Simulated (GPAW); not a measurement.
**WS2 in GPAW: the effect of Hubbard term**

The system is WS2, a slab with vacuum.

```
CELL_PARAMETERS angstrom
3.18352 0.00000 0.00000
-1.59176 2.75701 0.00000
0.00000 0.00000 16.95058
ATOMIC_POSITIONS crystal
W 0.00000 0.00000 0.00000
S 0.33333 0.66667 0.09200
S 0.33333 0.66667 0.90800
```

Alike in all runs:

| Item | Value |
| --- | --- |
| Program | GPAW 26.7.0 |
| Task | optical spectrum |
| Functional | LDA |
| Potentials or basis | the program's PAW data sets (release 1.2.1) made for this functional |
| Cutoff | 500 eV |
| Basis | pw |
| k mesh | 8 × 8 × 2 |
| Occupations | fermi-dirac, width 0.001 eV |
| Spin | no spin polarisation |
| Response ecut | 50 eV |
| Eta | 0.1 eV |
| Maxiter | 150 |
| Response k mesh | 13 × 13 × 3 |
| Domega0 | 0.05 eV |
| Omega2 | 10 eV |
| Kernel | RPA |

Question: One run gave: gap on the mesh 1.76 eV. Which Hubbard term did it use?
A. W d U = 4.0 eV
B. W d U = 6.0 eV
C. none
D. W d U = 2.0 eV

Answer: B.

```csv
Hubbard term,gap on the mesh (eV)
none,2.04
W d U = 2.0 eV,2.03
W d U = 4.0 eV,2.00
W d U = 6.0 eV,1.76
```

Caveats: the long-wavelength limit can be off by several per cent where d states take part; independent-particle spectra lack excitons; spin-orbit coupling is left out, which moves the levels of the heavy elements; response on these states lacks terms of the Hamiltonian (some runs).

A k mesh can miss the band edges.

A gap of «none» marks a metal or a gap under the smearing width.
